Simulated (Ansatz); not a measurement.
The system is NbAs.

```xyz
4
Lattice="-1.7259 1.7259 5.8400 1.7259 -1.7259 5.8400 1.7259 1.7259 -5.8400" Properties=species:S:1:pos:R:3 pbc="T T T"
Nb    0.0000    1.7259    0.0000
Nb    0.0000    0.0000    8.7600
As    0.0000    1.7259    4.8589
As    0.0000    0.0000    1.9389
```

Base run:

```yaml
Program: Ansatz 0.2.0
Functional: PBEsol
Potentials_or_basis: Ansatz PAW
Cutoff: "420 eV (not typed: the program's choice for these potentials)"
k_mesh: 11 × 11 × 11
Occupations: fermi-dirac, width 0.05 eV
Spin: no spin polarisation
Hubbard_terms: Nb d U = 6 eV
```

Its results: band gap on the k mesh none (metal or under the smearing width); pressure 2.3 GPa; largest force 0.057 eV/Å.

Question: The run is repeated on the same cell with these changes: hubbard terms from Nb d U = 6 eV to Nb d U = 2 eV. What comes out?

Answer: Band gap on the k mesh none (metal or under the smearing width); pressure -1.7 GPa; largest force 0.284 eV/Å.

Caveats: U without spin polarisation on a metal has little footing; the PAW data sets come from PBE, with cores solved anew for the run's functional, which leaves a small shift of forces and pressure; the U is typed as a test and isn't derived for this compound.
